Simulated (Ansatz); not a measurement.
The system is C.

```
C
1.0
     2.12732   -1.22828    0.00000
     2.12732    1.22828    0.00000
    -1.37907    0.00000    3.50283
C
2
Direct
  0.16664 0.16664 0.99991
  0.83336 0.83336 0.00009
```

This is a stacking variant of graphite.

Base run:

- Program: Ansatz 0.2.0
- Functional: PBE
- Potentials or basis: Ansatz PAW
- Cutoff: 420 eV (not typed: the program's choice for these potentials)
- k mesh: 13 × 13 × 8
- Occupations: fermi-dirac, width 0.05 eV
- Spin: no spin polarisation

Its results: pressure 3.8 GPa; largest force 0.004 eV/Å.

Task: After a change of settings the same cell gave: pressure 0.9 GPa; largest force 0.005 eV/Å. Which change was it?
A. functional from PBE to revPBE
B. functional from PBE to RPBE
C. functional from PBE to LDA
D. functional from PBE to PBEsol

Result: D.

PBEsol binds more tightly than PBE, so the same cell stands under less pressure.

Caveats: this functional lacks dispersion, which binds the layers, so the pressure and a relaxed spacing across them are unreliable; the PAW data sets come from PBE, with cores solved anew for the run's functional, which leaves a small shift of forces and pressure (some runs).
